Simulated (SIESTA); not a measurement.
## Co under changes of volume

One of the cells (10.853 Å³/atom); the others are scaled copies at fixed shape and fractional positions:

```xyz
2
Lattice="2.4884 0.0000 0.0000 -1.2442 2.1550 0.0000 0.0000 0.0000 4.0478" Properties=species:S:1:pos:R:3 pbc="T T T"
Co    1.2442    0.7183    3.0358
Co    0.0000    1.4367    1.0119
```

```yaml
Program: SIESTA 5.4.2
Functional: PBEsol
Potentials_or_basis: PseudoDojo 0.4 standard (PBEsol files)
Basis: DZP (energy shift 0.003 Ry; two zetas on semicore shells)
Grid_cutoff: 800 Ry
Energy_shift: 0.003 Ry
k_mesh: 12 × 12 × 7
Occupations: fermi-dirac, width 0.05 eV
Spin: collinear spin, ferromagnetic start
Starting_moments: "[2.0, 2.0] μB"
```

| volume (Å³/atom) | energy over the lowest point (meV/atom) | pressure (GPa) | moment (μB per cell) |
| --- | --- | --- | --- |
| 10.002 | 9.71 | 9.2 | 3.03 |
| 10.215 | 1.63 | 3.7 | 3.08 |
| 10.427 | 0.00 | -0.6 | 3.14 |
| 10.853 | ? | ? | ? |
| 11.066 | 30.09 | -13.5 | 3.28 |
| 11.279 | 50.09 | -16.6 | 3.31 |

**Question.** What does the run at 10.853 Å³/atom give?

**Answer.** Energy over the lowest point 14.18 meV/atom; pressure -10.1 GPa; moment 3.24 μB per cell.

Worked out: A Birch-Murnaghan fit of order 3 (a polynomial in V^(-2/3)) to the other rows has its minimum at 10.37 Å³/atom with B0 = V·E''(V) = 228 GPa and B' = 3.1 at fixed shape and positions, which overstates the stiffness. It gives 14.76 meV/atom at 10.853 Å³/atom, against the run's 14.18, and -dE/dV = -9.6 GPa, against -10.1. A parabola through the other rows of the moment, of slope 0.204 μB per Å³/atom there, gives 3.23 μB, against the run's 3.24.

Energies are extrapolated to zero smearing.

Caveats: short orbitals over semicore shells can move pressures by several GPa; the basis of atomic orbitals isn't converged, which shifts pressures, moduli and gaps.
